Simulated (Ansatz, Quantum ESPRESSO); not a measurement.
# puckered SnSe, 1 layer: the gap along the path at a withheld member of a series

Method. Quantum ESPRESSO 7.5, PBE, GBRV ultrasoft. Cell and atoms are first relaxed; each strained cell is then held, the other axis too, and the atoms relax in it. A periodic run with 15 Å of vacuum in the starting cell gives the vacuum levels, and bands follow along a path. The series steps strain along the second axis.

```tsv
strain along the second axis	gap along the path (eV)
-4 %	0.310
-3 %	0.428
-2 %	0.548
-1 %	0.672
0 %	0.778
1 %	0.840
2 %	0.855
3 %	0.828
```

**Question.** What is the gap along the path at 4 %?

**Worked estimate.** The rows at 2 % and 3 % give a slope of (0.828 − (0.855))/(3 − (2)) = −0.027, so a straight line gives 0.801 eV. A parabola through these and the row at 1 % gives 0.759 eV.

**The withheld run.** 0.817 eV. The line misses by −0.016 and the parabola by −0.058 eV. The line does better here.

Caveats: Semilocal gaps are too small; the 1×1 cell can't ripple over many cells under compression as a free sheet would. No spin-orbit coupling.

[Logs are printed without paths, hosts, clocks, repeated set-up lines and the standing remarks that a program may print on its own settings, such as how far it seeks lower states.]
